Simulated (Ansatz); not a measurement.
**ZrN: a line through an energy map**

An exercise on one series of results from a longer session: the logs are not shown, and one member is left open.

Program: Ansatz 0.2.0. Level of theory: DFT LDA, scalar-relativistic, plane waves, PAW. These are calculated values, not measurements.

30 further runs of the same task are left out: 30 set aside as unsound or not needed. Runs told in other sessions of the task aren't counted.

### Starting point

It takes space group Fm-3m (No. 225, cubic). Conventional cell: a = 4.525 Å, b = 4.525 Å, c = 4.525 Å, α = 90.00°, β = 90.00°, γ = 90.00°. Zr (site symmetry m-3m) has 6 N at 2.26 Å in its first shell of neighbours. Around N (site symmetry m-3m) lie 6 Zr at 2.26 Å.

Coordinates:

```xyz
2
Lattice="0.0000 2.2626 2.2626 2.2626 0.0000 2.2626 2.2626 2.2626 0.0000" Properties=species:S:1:pos:R:3 pbc="T T T"
Zr    0.0000    0.0000    0.0000
N     2.2626    2.2626    2.2626
```

It is the result of an earlier relaxation at this level (volume 11.58 Å³/atom; gap on the mesh: none (metal)).

### Plan of the line

The energy is mapped over volume and a fixed ferromagnetic moment.

- volume per atom: 7 values from 10.19 to 12.97 Å³
- total spin moment of the cell, held fixed: 9 values from 0.000 to 1.000 μB

Nothing else is relaxed (shape and fractional coordinates fixed). Points are written as (first, second).

Set-up of the first run:

Contents of input.yaml:

```yaml
crystal:
  lattice:
    - [0.0, 2.1682066632, 2.1682066632]
    - [2.1682066632, 0.0, 2.1682066632]
    - [2.1682066632, 2.1682066632, 0.0]
  atoms:
    - { symbol: Zr, position: [0.0, 0.0, 0.0], spin: 0.625 }
    - { symbol: "N", position: [0.5, 0.5, 0.5] }
basis:
  ecutwfc: 520.0
kpoints:
  mp_grid: { grid: [18, 18, 18] }
hamiltonian:
  xc: lda
  pseudopotentials: { kind: paw, azcp: { folder: soft_1 } }
scf:
  occupations: { method: gaussian, width: 0.15 }
  lower_state_search: "off"
output:
  forces: true
  stress: true
  eigenvalues: true
  populations: true
magnetization:
  spin_polarized: true
  initial_magnetization: 0.625
  spin_locking: { lock_magnetization: hard }
```

Started as:

```sh
> ansatz run input.yaml --threads 2 --pin off --max-ram 4096MiB --backend cpu --events-out ev --progress --plain --runs-dir out
```

Among the steps run: The run at (10.19 Å³, 0.625 μB); Grid point (10.66 Å³, 0.625 μB); Point (11.12 Å³, 0.625 μB); Point (11.58 Å³, 0.625 μB); The run at (12.05 Å³, 0.625 μB); The run at (12.51 Å³, 0.625 μB); The run at (12.97 Å³, 0.625 μB).

One of the session's tables, all rows but one given; the rest of the session is left out.

It belongs to the step «The line in numbers». 

| volume per atom (Å³) | energy (meV/atom) | pressure (GPa) |
| --- | --- | --- |
| 10.19 | 208 | 50 |
| 10.66 | ? | ? |
| 11.12 | 25 | 15 |
| 11.58 | 0 | 2 |
| 12.05 | 8 | −8 |
| 12.51 | 44 | −16 |
| 12.97 | 101 | −23 |

**Question.** Estimate the row for volume per atom (Å³) = 10.66.

Worked estimate for «energy (meV/atom)». A straight line through the neighbours (10.19, 208) and (11.12, 25) gives 208 + (25 − 208) × (10.66 − 10.19) / (11.12 − 10.19) = 116; a parabola fitted to 3 rows on both sides gives 93.

As computed: energy (meV/atom): 91; pressure (GPa): 31. In «energy (meV/atom)» the line misses by +25 and the parabola by +2.

Energies count from the lowest point of the line.

Three points round the minimum, joined by a parabola, put the minimum at 11.700 Å³, with a curvature of about 150 meV/atom per (Å³)². The highest point computed, at 10.19 Å³, lies 208 meV/atom above the lowest.

To keep in mind: Warnings in the runs' records: pseudo functional mismatch, stress scf threshold loose.
